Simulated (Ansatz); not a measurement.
## Tc and the effect of the functional

The cell as given:

```xyz
1
Lattice="0.0000 1.9500 1.9500 1.9500 0.0000 1.9500 1.9500 1.9500 0.0000" Properties=species:S:1:pos:R:3 pbc="T T T"
Tc    0.0000    0.0000    0.0000
```

This isn't the form of Tc at room conditions, which is hcp.

Kept alike: task relaxation of cell and atoms; k mesh 12 × 12 × 12; occupations fermi-dirac, width 0.05 eV; no spin polarisation. Program: Ansatz, all-electron LAPW, scalar-relativistic. The mesh is that of the run's cell of 1 atom. No spin-orbit coupling.

```csv
functional,volume (Å³/atom)
BLYP,15.132
LDA,13.836
PBEsol,14.070
```

The relaxations keep at least the cell's symmetry (Fm-3m). For a metal such a mesh leaves the last digits unconverged. Relaxations stop with a little pressure left, so the last digits of a volume or edge aren't settled.

The volume runs from 13.836 (LDA) to 15.132 Å³/atom (BLYP).
